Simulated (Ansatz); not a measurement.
CsSnBr3:

```
Cs Sn Br
1.0
     5.83901    0.00000    0.00000
     0.00000    5.83901    0.00000
     0.00000    0.00000    5.83901
Cs Sn Br
1 1 3
Direct
  0.00000 0.00000 0.00000
  0.50000 0.50000 0.50000
  0.00000 0.50000 0.50000
  0.50000 0.50000 0.00000
  0.50000 0.00000 0.50000
```

The cell is a database's computed one.

Base run:

* Program: Ansatz 0.2.0
* Functional: PBEsol
* Potentials or basis: Ansatz PAW
* Cutoff: 420 eV (not typed: the program's choice for these potentials)
* k mesh: 5 × 5 × 5
* Occupations: fermi-dirac, width 0.05 eV
* Spin: no spin polarisation

Its results: pressure -0.9 GPa.

Question: The run is repeated on the same cell with these changes: functional from PBEsol to PBE. What comes out?

Answer: Pressure 0.5 GPa.

PBE binds less tightly than PBEsol, so the same cell stands under more pressure.

Caveats: the PAW data sets come from PBE, with cores solved anew for the run's functional, which leaves a small shift of forces and pressure (some runs).
